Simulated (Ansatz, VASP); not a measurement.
**Two plane-wave programs on ScAl3**

INCAR

```
PREC     = Accurate       # precision mode
ENCUT    = 520            # plane-wave cutoff, eV
EDIFF    = 1E-6           # SCF threshold, eV
ISMEAR   = 0              # smearing method
SIGMA    = 0.1            # smearing width, eV
LREAL    = False          # projectors in reciprocal space
LASPH    = True           # aspherical terms in the spheres
NELM     = 150            # most SCF steps
ALGO     = Normal         # electronic algorithm
ISIF     = 2              # what is computed and relaxed
LWAVE    = False          # write WAVECAR
LCHARG   = False          # write CHGCAR
ISPIN    = 2              # spin polarisation
MAGMOM   = 1 0 0 0        # initial moments
LORBIT   = 11             # projections on sites
LMAXMIX  = 4              # l up to which the mixer works
GGA      = PE             # functional
NBANDS   = 22             # bands
```

KPOINTS

```
Automatic mesh
0
Gamma
  4 4 6
```

The input POSCAR:

```
ScAl3
1.0
    2.8576025348     -4.2647013943      0.0000000000
    2.8576025348      4.2647013943      0.0000000000
    0.0000000000      0.0000000000      2.9628911271
Sc Al
1 3
Direct
    0.5000000000      0.5000000000      0.0000000000
    0.0000000000      0.0000000000      0.0000000000
    0.5000000000      0.0000000000      0.5000000000
    0.0000000000      0.5000000000      0.5000000000
```

Input for Ansatz:

```yaml
crystal:
  lattice:
    - [2.8576025348, -4.2647013943, 0.0]
    - [2.8576025348, 4.2647013943, 0.0]
    - [0.0, 0.0, 2.9628911271]
  atoms:
    - { symbol: Sc, position: [0.5, 0.5, 0.0], spin: 1.0 }
    - { symbol: Al, position: [0.0, 0.0, 0.0] }
    - { symbol: Al, position: [0.5, 0.0, 0.5] }
    - { symbol: Al, position: [0.0, 0.5, 0.5] }
basis:
  ecutwfc: 420
kpoints:
  mp_grid: { grid: [4, 4, 6] }
hamiltonian:
  xc: pbe
scf:
  occupations: { method: gaussian, width: 0.1 }
  lower_state_search: "off"
output:
  forces: true
  stress: true
  eigenvalues: true
  populations: true
magnetization:
  spin_polarized: true
```

Alike in both runs: task single point; functional PBE; k mesh 4 × 4 × 6; occupations gaussian, width 0.1 eV; collinear spin.

|  | VASP | Ansatz |
| --- | --- | --- |
| version | VASP 6.6.1 | Ansatz 0.2.0 |
| potentials or method | VASP PAW PBE potentials, release 64 (Sc_sv, Al) | scalar-relativistic, plane waves, PAW |
| plane-wave cutoff (eV) | 520 | 420 |
| valence electrons in the cell | 20 | 20 |

Ansatz gave:

```
gap on the k mesh at the Fermi level (eV)                     : none
pressure (GPa)                                                : 0.0
largest component of the traceless stress (GPa)               : 0.14
net moment per atom (μB)                                      : 0.03
size of the moment on the site where the two differ most (μB) : 0.07
```

**Question.** Estimate VASP's values.

**Answer.** gap on the k mesh at the Fermi level (eV): none; pressure (GPa): 0.1; largest component of the traceless stress (GPa): 0.14; net moment per atom (μB): 0.03; size of the moment on the site where the two differ most (μB): 0.09.

Site moments also hang on the region over which each program counts them. A gap of «none» marks a metal or a gap that the smearing closes. With one functional, cell and mesh, what is left measures potentials, basis and numerics.
